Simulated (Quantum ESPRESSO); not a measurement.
AgCl (Chlorargyrite):

```
CELL_PARAMETERS angstrom
0.00000 2.73500 2.73500
2.73500 0.00000 2.73500
2.73500 2.73500 0.00000
ATOMIC_POSITIONS crystal
Ag 0.00000 0.00000 0.00000
Cl 0.50000 0.50000 0.50000
```

```yaml
Program: Quantum ESPRESSO 7.5
Task: single point
Functional: PBE
Potentials_or_basis: SSSP 1.3 efficiency PBE
Cutoff: 816 eV
Density_cutoff: 5987 eV
k_mesh: 8 × 8 × 8
Occupations: fermi-dirac, width 0.05 eV
Spin: no spin polarisation
```

On this cell: pressure 3.9 GPa; largest force zero by symmetry; band gap on the k mesh 0.97 eV, indirect (least direct gap 3.37 eV).

The same run follows on a disturbed copy (atoms moved at random, drawn with an rms of 0.05 Å):

```
Ag Cl
1.0
     0.00000    2.73500    2.73500
     2.73500    0.00000    2.73500
     2.73500    2.73500    0.00000
Ag Cl
1 1
Direct
  0.98280 0.01129 0.99551
  0.49628 0.50908 0.50356
```

**Question.** What does the disturbed cell give?

**Answer.** The energy moves by +1.9 meV/atom; pressure 3.9 GPa; largest force 0.109 eV/Å; band gap on the k mesh 0.96 eV, indirect (least direct gap 3.22 eV).

Forces on the atoms (eV/Å):
```
Ag   0.025  0.095  0.048
Cl  -0.025 -0.095 -0.048
```

Stress tensor (GPa, compression positive):
```
 3.87 -0.02 -0.01
-0.02  4.06 -0.04
-0.01 -0.04  3.91
```

A k mesh can miss the band edges.
